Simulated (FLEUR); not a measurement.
# CoO (R-3m) in FLEUR: further runs

The runs below take CoO through single point, with PBEsol+U.

Program: FLEUR MaX-R8.1 (later development tree). These are calculated values, not measurements. Logs are shortened: lines on timing, memory, paths and dates and some standing lists are left out, and cuts for length are marked.

### 1 Starting point

The structure is trigonal, space group R-3m (No. 166). The conventional cell has a = 3.011 Å, b = 3.011 Å, c = 7.320 Å, α = 90.00°, β = 90.00°, γ = 120.00°. Around Co (site symmetry -3m) lie 6 O at 2.12 Å. O (site symmetry -3m) is surrounded by 6 Co at 2.12 Å.

The cell is a database's computed one.

### 2 Single point, PBEsol+U, collinear spin, ferromagnetic start

File inp.xml:

```xml
<?xml version="1.0" encoding="UTF-8" standalone="no"?>
<fleurInput fleurInputVersion="0.39">
   <comment>
      CoO                                                                                                 
   </comment>
   <calculationSetup>
      <cutoffs Kmax="4.69" Gmax="14.5" GmaxXC="14.5" numbands="0"/>
      <scfLoop itmax="100" minDistance="0.0002" maxIterBroyd="50" imix="Anderson" alpha="0.05" precondParam="0.0" spinf="2.0" sdNocoIR="T"/>
      <coreElectrons ctail="T" frcor="F" kcrel="0" coretail_lmax="0"/>
      <xcFunctional name="PBEs" relativisticCorrections="F"/>
      <magnetism jspins="2"/>
      <soc l_soc="F" theta="0.0" phi="0.0" spav="F"/>
      <expertModes spex="0" secvar="F"/>
      <geometryOptimization l_f="F" forcealpha="1.0" forcemix="BFGS" epsdisp="0.00001" epsforce="0.00001"/>
      <ldaU l_linMix="F" mixParam="0.05" spinf="1.0"/>
   </calculationSetup>
   <cell>
      <bzIntegration valenceElectrons="23.0" mode="hist" fermiSmearingEnergy="0.00183747">
         <kPointListSelection listName="default-1"/>
         <!-- k-points included here -->
         <xi:include xmlns:xi="http://www.w3.org/2001/XInclude" href="kpts.xml"> </xi:include>
      </bzIntegration>
      <!-- symmetry operations included here -->
      <xi:include xmlns:xi="http://www.w3.org/2001/XInclude" href="sym.xml"> </xi:include>
      <bulkLattice scale="1.0">
         <bravaisMatrix>
            <row-1>    2.8449251280313121     1.6425182885426093     4.6107936167605938</row-1>
            <row-2>   -2.8449251280313121     1.6425182885426093     4.6107936167605938</row-2>
            <row-3>    0.0000000000000000    -3.2850365770852186     4.6107936167605938</row-3>
         </bravaisMatrix>
      </bulkLattice>
   </cell>
   <atomSpecies>
      <species name="Cobalt (Co2.000" element="Co" atomicNumber="27">
         <mtSphere radius="2.09" gridPoints="697" logIncrement="0.017"/>
         <atomicCutoffs lmax="8" lnonsphr="8"/>
         <electronConfig flipSpins="F">
            <coreConfig>(1s1/2) (2s1/2) (2p1/2) (2p3/2)</coreConfig>
            <valenceConfig>(3s1/2) (3p1/2) (3p3/2) (4s1/2) (3d3/2) (3d5/2)</valenceConfig>
            <stateOccupation state="(3d3/2)" spinUp="1.5" spinDown="1.3"/>
            <stateOccupation state="(3d5/2)" spinUp="3.0" spinDown="1.2"/>
         </electronConfig>
         <energyParameters s="4" p="4" d="3" f="4"/>
         <ldaU l="2" U="0.0" J="0.0" l_amf="F"/>
         <lo type="SCLO" l="0" n="3" eDeriv="0"/>
         <lo type="SCLO" l="1" n="3" eDeriv="0"/>
         <lo type="SCLO" l="1" n="3" eDeriv="1"/>
         <lo type="SCLO" l="3" n="4" eDeriv="2"/>
      </species>
      <species name="Oxygen (O)" element="O" atomicNumber="8">
         <mtSphere radius="1.59" gridPoints="533" logIncrement="0.02"/>
         <atomicCutoffs lmax="8" lnonsphr="8"/>
         <electronConfig flipSpins="F">
            <coreConfig>(1s1/2)</coreConfig>
            <valenceConfig>(2s1/2) (2p1/2) (2p3/2)</valenceConfig>
            <stateOccupation state="(2p1/2)" spinUp="0.666667" spinDown="0.666667"/>
            <stateOccupation state="(2p3/2)" spinUp="1.333333" spinDown="1.333333"/>
         </electronConfig>
         <energyParameters s="2" p="2" d="3" f="4"/>
         <lo type="SCLO" l="0" n="2" eDeriv="2"/>
         <lo type="SCLO" l="1" n="2" eDeriv="2"/>
         <lo type="SCLO" l="2" n="3" eDeriv="2"/>
      </species>
   </atomSpecies>
   <atomGroups>
      <atomGroup species="Cobalt (Co2.000">
         <relPos label="                   1">.0000000000 .0000000000 .0000000000</relPos>
         <force calculate="T" relaxXYZ="TTT"/>
      </atomGroup>
      <atomGroup species="Oxygen (O)">
         <relPos label="                   2">1.000/2.000 1.000/2.000 1.000/2.000</relPos>
         <force calculate="T" relaxXYZ="TTT"/>
      </atomGroup>
   </atomGroups>
   <output dos="F" band="F" slice="F">
      <checks vchk="F" cdinf="F"/>
      <bandDOS minEnergy="-.5*Htr" maxEnergy="0.5*Htr" sigma="0.015" storeEVData="T"/>
      <vacuumDOS vacdos="F" integ="F" star="F" nstars="0" locx1="0.0" locy1="0.0" locx2="0.0" locy2="0.0" nstm="0" tworkf="0.0"/>
      <unfoldingBand unfoldBand="F" supercellX="1" supercellY="1" supercellZ="1"/>
      <plotting iplot="0" polar="F">
         <plot TwoD="T" vec1="  1.0  0.0  0.0" vec2="  0.0  1.0  0.0" vec3="  0.0  0.0  1.0" zero="  0.0  0.0  0.0" file="plot"/>
      </plotting>
      <chargeDensitySlicing numkpt="0" minEigenval="0.0" maxEigenval="0.0" nnne="0" pallst="F"/>
      <specialOutput eonly="F"/>
      <moessbauerParams electricFieldGradient="T" isomerShift="T" coreHyperfine="T" valenceHyperfine="T"/>
      <magneticCircularDichroism mcd="F" energyLo="-10.0" energyUp="0.0"/>
   </output>
  <!-- We include the file relax.xml here to enable relaxations (see documentation) -->
  <xi:include xmlns:xi="http://www.w3.org/2001/XInclude" href="relax.xml"> <xi:fallback/> </xi:include>
</fleurInput>
```

File crystal.txt:

```
CoO
&input cartesian=F /
1.5054695445  0.8691832468  2.4399269062
-1.5054695445  0.8691832468  2.4399269062
0.0000000000  -1.7383664936  2.4399269062
1.8897261246
1.0 1.0 1.0

2
27 0.0000000000  0.0000000000  0.0000000000 : 2.000
8 0.5000000000  0.5000000000  0.5000000000

&kpt div1=9 div2=9 div3=9 gamma=T /
```

Potentials or basis: all-electron, FLAPW.

Launch:

```
$ inpgen -f crystal.txt -profile fastHighL
$ # inp.xml edited to the form shown
$ fleur_MPI
```

Output:

```text
Welcome to FLEUR        (www.flapw.de)
      MaX-Release 8.1          (www.max-centre.eu)

 ========== k-point set info ==========
 Selected k-point list: default-1
 k-point list type: mesh
 9 x 9 x 9
 Number of k points: 85

 ------------Calculation Setup---------------------------
 Number of MPI-tasks      :            1
 Number of PE/node        :            1
 Number of OMP-threads    :            1
 Most efficient MPI parallelization for:
           1           5          17          85
 Additional eigenvalue parallelization possible
 Number of basis functions:          297
 Approximate size of matrices (H+S) per k-point:         0.001 GB
 --------------------------------------------------------
 no density matrix found ... skipping LDA+U
 Reset of history
 Iteration:     1   Distance:      25.60876584 me/bohr^3
 Iteration:     2   Distance:      22.93432959 me/bohr^3
 Iteration:     3   Distance:      20.83421387 me/bohr^3
 Iteration:     4   Distance:      14.97830268 me/bohr^3
 Iteration:     5   Distance:      17.17884884 me/bohr^3
 Iteration:     6   Distance:       7.69102025 me/bohr^3
 Iteration:     7   Distance:       8.85806309 me/bohr^3
 Iteration:     8   Distance:       5.95530359 me/bohr^3
 Iteration:     9   Distance:       6.48327913 me/bohr^3
 Iteration:    10   Distance:       2.90364588 me/bohr^3
[... 6 lines left out ...]
 Iteration:    17   Distance:       0.04349489 me/bohr^3
 Iteration:    18   Distance:       0.09193643 me/bohr^3
 Iteration:    19   Distance:       0.05251606 me/bohr^3
 Iteration:    20   Distance:       0.05310056 me/bohr^3
 Iteration:    21   Distance:       0.04975759 me/bohr^3
 Iteration:    22   Distance:       0.00155036 me/bohr^3
 Iteration:    23   Distance:       0.00177855 me/bohr^3
 Iteration:    24   Distance:       0.00048745 me/bohr^3
 Iteration:    25   Distance:       0.00041785 me/bohr^3
 Iteration:    26   Distance:       0.00008620 me/bohr^3

 ********************************************************************
 Run finished successfully
 Stop message:
   all done
 ********************************************************************
```

It took 96 s on 1 thread of Arm Neoverse V2, shared host; peak memory 0.08 GiB.

Results:

| Property | Result |
| --- | --- |
| Free energy | -39925.5477 eV |
| Band gap on the k mesh | none (metal or under the smearing width) |
| Net moment | 2.92 μB per cell |
| Site moments | Co +2.55; O +0.32 μB |
| Valence electrons inside the program's atomic spheres | Co 15.24; O 5.08 (radii Co 2.09, O 1.59 bohr) |

Levels at points of the mesh, in eV from the Fermi level:
Spin up:
```csv
k point,band 11,band 12,band 13,band 14,band 15,band 16
"(0.00, 0.00, 0.00)",-3.18,-3.18,-3.14,0.83,16.50,18.38
```
Spin down:
| k point | band 7 | band 8 | band 9 | band 10 | band 11 | band 12 | band 13 | band 14 |
| --- | --- | --- | --- | --- | --- | --- | --- | --- |
| (0.00, 0.00, 0.00) | -2.73 | -2.67 | -1.14 | -1.14 | -1.11 | -0.14 | -0.14 | 1.39 |

Eigenvalues of the final occupation matrices:
```tsv
site	spin	trace	eigenvalues
atom type 1	1	4.68	0.93 0.93 0.93 0.95 0.95
atom type 1	2	2.16	0.18 0.18 0.60 0.60 0.61
```

Core levels (eV from the Fermi level):
```
atom                                                   levels
1 Co  1s1/2 -7577.0, 2s1/2 -891.3, 2p1/2 -772.5, 2p3/2 -757.7
 2 O                                             1s1/2 -505.1
```

Caveat: a cell with one magnetic atom can't hold antiferromagnetic order, which such compounds often take.

### 3 Single point, PBEsol+U, collinear spin, ferromagnetic start

Edit inp.xml of step 2 so:

```diff
@@ -43,3 +43,3 @@
          <energyParameters s="4" p="4" d="3" f="4"/>
-         <ldaU l="2" U="0.0" J="0.0" l_amf="F"/>
+         <ldaU l="2" U="2" J="0.0" l_amf="F"/>
          <lo type="SCLO" l="0" n="3" eDeriv="0"/>
```

crystal.txt is that of step 2.

Potentials or basis: all-electron, FLAPW.

Launch:

```
$ inpgen -f crystal.txt -profile fastHighL
$ # inp.xml edited to the form shown
$ fleur_MPI
```

Output:

```text
Welcome to FLEUR        (www.flapw.de)
      MaX-Release 8.1          (www.max-centre.eu)

 ========== k-point set info ==========
 Selected k-point list: default-1
 k-point list type: mesh
 9 x 9 x 9
 Number of k points: 85

 ------------Calculation Setup---------------------------
 Number of MPI-tasks      :            1
 Number of PE/node        :            1
 Number of OMP-threads    :            1
 Most efficient MPI parallelization for:
           1           5          17          85
 Additional eigenvalue parallelization possible
 Number of basis functions:          297
 Approximate size of matrices (H+S) per k-point:         0.001 GB
 --------------------------------------------------------
 no density matrix found ... skipping LDA+U
 Reset of history
 Iteration:     1   Distance:      25.60876584 me/bohr^3
 Iteration:     2   Distance:      34.13927119 me/bohr^3
 Iteration:     3   Distance:      32.08126427 me/bohr^3
 Iteration:     4   Distance:      22.42263686 me/bohr^3
 Iteration:     5   Distance:      23.06854182 me/bohr^3
 Iteration:     6   Distance:       8.02624576 me/bohr^3
 Iteration:     7   Distance:       7.29119755 me/bohr^3
 Iteration:     8   Distance:       4.28489795 me/bohr^3
 Iteration:     9   Distance:       4.35649083 me/bohr^3
 Iteration:    10   Distance:       6.33750754 me/bohr^3
[... 5 lines left out ...]
 Iteration:    16   Distance:       0.24355708 me/bohr^3
 Iteration:    17   Distance:       0.19563792 me/bohr^3
 Iteration:    18   Distance:       0.14921048 me/bohr^3
 Iteration:    19   Distance:       0.05199570 me/bohr^3
 Iteration:    20   Distance:       0.00861809 me/bohr^3
 Iteration:    21   Distance:       0.00535196 me/bohr^3
 Iteration:    22   Distance:       0.00193194 me/bohr^3
 Iteration:    23   Distance:       0.00163798 me/bohr^3
 Iteration:    24   Distance:       0.00020243 me/bohr^3
 Iteration:    25   Distance:       0.00016939 me/bohr^3

 ********************************************************************
 Run finished successfully
 Stop message:
   all done
 ********************************************************************
```

Wall time 92 s (1 thread of Arm Neoverse V2, shared host); peak memory 0.08 GiB.

Results:

- Free energy: -39924.3093 eV
- Band gap on the k mesh: none (metal or under the smearing width)
- Net moment: 3.00 μB per cell
- Site moments: Co +2.67; O +0.29 μB
- Valence electrons inside the program's atomic spheres: Co 15.22; O 5.10 (radii Co 2.09, O 1.59 bohr)

Levels at points of the mesh, in eV from the Fermi level:
Spin up:
| k point | band 11 | band 12 | band 13 | band 14 | band 15 | band 16 |
| --- | --- | --- | --- | --- | --- | --- |
| (0.00, 0.00, 0.00) | -2.97 | -2.97 | -2.92 | 1.07 | 16.71 | 18.40 |
Spin down:
```csv
k point,band 7,band 8,band 9,band 10,band 11,band 12,band 13,band 14
"(0.00, 0.00, 0.00)",-2.42,-2.36,-1.17,-1.17,-1.12,0.78,0.78,1.60
```

Eigenvalues of the final occupation matrices:
```csv
site,spin,trace,eigenvalues
atom type 1,1,4.73,0.93 0.93 0.93 0.97 0.97
atom type 1,2,2.09,0.13 0.13 0.61 0.61 0.61
```

Core levels (eV from the Fermi level):
```
atom                                                   levels
1 Co  1s1/2 -7576.8, 2s1/2 -891.2, 2p1/2 -772.3, 2p3/2 -757.6
 2 O                                             1s1/2 -504.6
```

Caveat: a cell with one magnetic atom can't hold antiferromagnetic order, which such compounds often take.

### 4 Single point, PBEsol+U, collinear spin, ferromagnetic start

Edit inp.xml of step 3 so:

```diff
@@ -43,3 +43,3 @@
          <energyParameters s="4" p="4" d="3" f="4"/>
-         <ldaU l="2" U="2" J="0.0" l_amf="F"/>
+         <ldaU l="2" U="3" J="0.0" l_amf="F"/>
          <lo type="SCLO" l="0" n="3" eDeriv="0"/>
```

crystal.txt is that of step 3.

Launch:

```
$ inpgen -f crystal.txt -profile fastHighL
$ # inp.xml edited to the form shown
$ fleur_MPI
```

It took 86 s on 1 thread of Arm Neoverse V2, shared host; peak memory 0.07 GiB.

The run converged. Its results:

```yaml
Free_energy: -39923.7182 eV
Band_gap_on_the_k_mesh: none (metal or under the smearing width)
Net_moment: 3.00 μB per cell
Site_moments: Co +2.69; O +0.27 μB
Valence_electrons_inside_the_program's_atomic_spheres: Co 15.22; O 5.10 (radii Co 2.09, O 1.59 bohr)
```

Levels at points of the mesh, in eV from the Fermi level:
Spin up:
```csv
k point,band 10,band 11,band 12,band 13,band 14,band 15,band 16,band 17
"(0.00, 0.00, 0.00)",-4.16,-2.82,-2.82,-2.77,1.19,16.81,18.42,18.42
```
Spin down:
```tsv
k point	band 8	band 9	band 10	band 11	band 12	band 13
(0.00, 0.00, 0.00)	-2.25	-1.18	-1.18	-1.13	1.27	1.27
```

Eigenvalues of the final occupation matrices:
| site | spin | trace | eigenvalues |
| --- | --- | --- | --- |
| atom type 1 | 1 | 4.74 | 0.93 0.93 0.93 0.97 0.97 |
| atom type 1 | 2 | 2.08 | 0.12 0.12 0.61 0.61 0.61 |

Core levels (eV from the Fermi level):
```csv
atom,levels
1 Co,"1s1/2 -7576.7, 2s1/2 -891.1, 2p1/2 -772.2, 2p3/2 -757.5"
2 O,1s1/2 -504.4
```

Caveat: a cell with one magnetic atom can't hold antiferromagnetic order, which such compounds often take.

### 5 Single point, PBEsol+U, collinear spin, ferromagnetic start

Edit inp.xml of step 4 so:

```diff
@@ -43,3 +43,3 @@
          <energyParameters s="4" p="4" d="3" f="4"/>
-         <ldaU l="2" U="3" J="0.0" l_amf="F"/>
+         <ldaU l="2" U="4" J="0.0" l_amf="F"/>
          <lo type="SCLO" l="0" n="3" eDeriv="0"/>
```

crystal.txt is that of step 4.

Potentials or basis: all-electron, FLAPW.

Launch:

```
$ inpgen -f crystal.txt -profile fastHighL
$ # inp.xml edited to the form shown
$ fleur_MPI
```

Output:

```text
Welcome to FLEUR        (www.flapw.de)
      MaX-Release 8.1          (www.max-centre.eu)

 ========== k-point set info ==========
 Selected k-point list: default-1
 k-point list type: mesh
 9 x 9 x 9
 Number of k points: 85

 ------------Calculation Setup---------------------------
 Number of MPI-tasks      :            1
 Number of PE/node        :            1
 Number of OMP-threads    :            1
 Most efficient MPI parallelization for:
           1           5          17          85
 Additional eigenvalue parallelization possible
 Number of basis functions:          297
 Approximate size of matrices (H+S) per k-point:         0.001 GB
 --------------------------------------------------------
 no density matrix found ... skipping LDA+U
 Reset of history
 Iteration:     1   Distance:      25.60876584 me/bohr^3
 Iteration:     2   Distance:      35.61820379 me/bohr^3
 Iteration:     3   Distance:      33.61326488 me/bohr^3
 Iteration:     4   Distance:      23.05258017 me/bohr^3
 Iteration:     5   Distance:      24.20323115 me/bohr^3
 Iteration:     6   Distance:       7.64870439 me/bohr^3
 Iteration:     7   Distance:       7.28973955 me/bohr^3
 Iteration:     8   Distance:       6.27551730 me/bohr^3
 Iteration:     9   Distance:       3.03071928 me/bohr^3
 Iteration:    10   Distance:       3.43176151 me/bohr^3
[... 5 lines left out ...]
 Iteration:    16   Distance:       0.10437518 me/bohr^3
 Iteration:    17   Distance:       0.10563861 me/bohr^3
 Iteration:    18   Distance:       0.01734114 me/bohr^3
 Iteration:    19   Distance:       0.01323187 me/bohr^3
 Iteration:    20   Distance:       0.00247041 me/bohr^3
 Iteration:    21   Distance:       0.00201526 me/bohr^3
 Iteration:    22   Distance:       0.00046530 me/bohr^3
 Iteration:    23   Distance:       0.00066782 me/bohr^3
 Iteration:    24   Distance:       0.00027397 me/bohr^3
 Iteration:    25   Distance:       0.00017803 me/bohr^3

 ********************************************************************
 Run finished successfully
 Stop message:
   all done
 ********************************************************************
```

out.xml (last iteration):

```text
<iteration numberForCurrentRun="   25" overallNumber="   25">
         <energyParameters units="Htr">
            <atomicEP atomType="1" spin="1" branch="4s" branchLowest="-3.21" branchHighest="2.31" value="0.1416893998"/>
            <atomicEP atomType="1" spin="1" branch="4p" branchLowest="-1.85" branchHighest="2.96" value="0.2772190434"/>
            <atomicEP atomType="1" spin="1" branch="3d" branchLowest="-9.99" branchHighest="0.37" value="0.2033014969"/>
            <atomicEP atomType="1" spin="1" branch="4f" branchLowest="-9.99" branchHighest="4.06" value="0.5930457166"/>
[... 164 lines left out ...]
            <chargeDensity spin="1" distance="0.0000840882"/>
            <chargeDensity spin="2" distance="0.0001212014"/>
            <overallChargeDensity distance="0.0001087458"/>
            <spinDensity distance="0.0001780326"/>
         </densityConvergence>
      </iteration>
```

It took 92 s on 1 thread of Arm Neoverse V2, shared host; peak memory 0.08 GiB.

What came out:

```yaml
Free_energy: -39923.1416 eV
Band_gap_on_the_k_mesh: none (metal or under the smearing width)
Net_moment: 3.00 μB per cell
Site_moments: Co +2.72; O +0.26 μB
Valence_electrons_inside_the_program's_atomic_spheres: Co 15.21; O 5.11 (radii Co 2.09, O 1.59 bohr)
```

Eigenvalues of the final occupation matrices:
```tsv
site	spin	trace	eigenvalues
atom type 1	1	4.75	0.94 0.94 0.94 0.97 0.97
atom type 1	2	2.06	0.11 0.11 0.61 0.62 0.62
```

Core levels (eV from the Fermi level):
```tsv
atom	levels
1 Co	1s1/2 -7576.6, 2s1/2 -891.0, 2p1/2 -772.1, 2p3/2 -757.3
2 O	1s1/2 -504.3
```

Caveat: a cell with one magnetic atom can't hold antiferromagnetic order, which such compounds often take. The state reached can hang on the start; a lower one may exist.

### 6 The runs side by side

| U | gap on the mesh (eV) | moment (μB) |
| --- | --- | --- |
| Co d U = 0.0 eV | none | 2.92 |
| Co d U = 2 eV | none | 3.00 |
| Co d U = 3 eV | none | 3.00 |
| Co d U = 4 eV | none | 3.00 |

Alike in all rows: task single point; level PBEsol+U; potentials or basis all-electron, FLAPW; spin collinear, ferromagnetic start; cell as given; k mesh 9 × 9 × 9; smearing fermi-dirac 0.05 eV; kmax 4.69 1/bohr.

Every run on the cell as given and a fine mesh finds a metal.

Caveats: a cell with one magnetic atom can't hold antiferromagnetic order, which such compounds often take.

Compare energies only between runs with the same functional and basis.
